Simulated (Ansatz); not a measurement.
All numbers below come from DFT PBE, scalar-relativistic, plane waves, PAW in Ansatz 0.2.0. Settings: cutoff 420 eV, Γ-centred meshes spaced at most about 0.3 Å⁻¹ (2π included), Gaussian smearing. No spin polarisation in the final relaxations.

These are static total energies at zero pressure. All come from trial cells, and lower structures may exist. These are two-dimensional sheets: the third axis spans vacuum and isn't periodic.

Question: These unrelaxed guesses for LiH are each relaxed within their symmetry. Order them by the energy at which they end, lowest first.
1.

```xyz
4
Lattice="2.8202 0.0000 0.0000 0.0000 2.8202 0.0000 0.0000 0.0000 17.0000" Properties=species:S:1:pos:R:3 pbc="T T F"
Li    1.4101    0.0000    8.0333
Li    0.0000    1.4101    8.9667
H     1.4101    0.0000    9.8343
H     0.0000    1.4101    7.1657
```

2.

```xyz
2
Lattice="2.5996 0.0000 0.0000 -1.2998 2.2513 0.0000 0.0000 0.0000 15.0000" Properties=species:S:1:pos:R:3 pbc="T T F"
Li    0.0000    1.5009    7.1182
H     0.0000    0.0000    7.8818
```

Answer: 1 (ends in p4/nmm, 0 meV/atom), 2 (ends in p-6m2, 90 meV/atom).

With hydrogen, zero-point motion can shift such differences by 10 meV/atom or more. With atoms moved at random, p4/nmm came back. Other cells relaxed within their symmetry can be saddle points. Some candidate types were left out of the draw beforehand, so a known form may be missing.
